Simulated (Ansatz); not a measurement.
# SiO₂: zone-centre modes

Theory: DFT PBE+D3(BJ), scalar-relativistic, plane waves, PAW (Ansatz 0.2.0). Settings: 420 eV plane-wave cutoff, Γ-centred 10×10×6 mesh, fixed occupations. No spin polarisation. Phonons by linear response, acoustic sum rule imposed.

Relaxed structure:
```
Si O
1.0
     2.68732    0.00032    0.01287
     1.34323    2.32737    0.03287
     1.32027    0.72166    4.59017
Si O
1 2
Direct
  0.00000 0.00000 0.00000
  0.26668 0.26687 0.19996
  0.73332 0.73313 0.80004
```

It was reached by relaxing an invented guess, and it needn't be the stable form of this composition.

Task: Is this structure stable against zone-centre distortions?

Result: Yes, at Γ: no optical mode is imaginary. Strains and other wave vectors aren't tested by this run.

Task: List the optical modes at Γ without the LO field (i marks imaginary ones).

Result:
```json
{"frequency (meV)": "66.7", "degeneracy": "1", "IR intensity of the level ((D/Å)²/amu)": "0.00"}
{"frequency (meV)": "66.7", "degeneracy": "1", "IR intensity of the level ((D/Å)²/amu)": "0.00"}
{"frequency (meV)": "68.9", "degeneracy": "1", "IR intensity of the level ((D/Å)²/amu)": "24.87"}
{"frequency (meV)": "68.9", "degeneracy": "1", "IR intensity of the level ((D/Å)²/amu)": "24.87"}
{"frequency (meV)": "86.0", "degeneracy": "1", "IR intensity of the level ((D/Å)²/amu)": "0.00"}
{"frequency (meV)": "103.4", "degeneracy": "1", "IR intensity of the level ((D/Å)²/amu)": "6.09"}
```
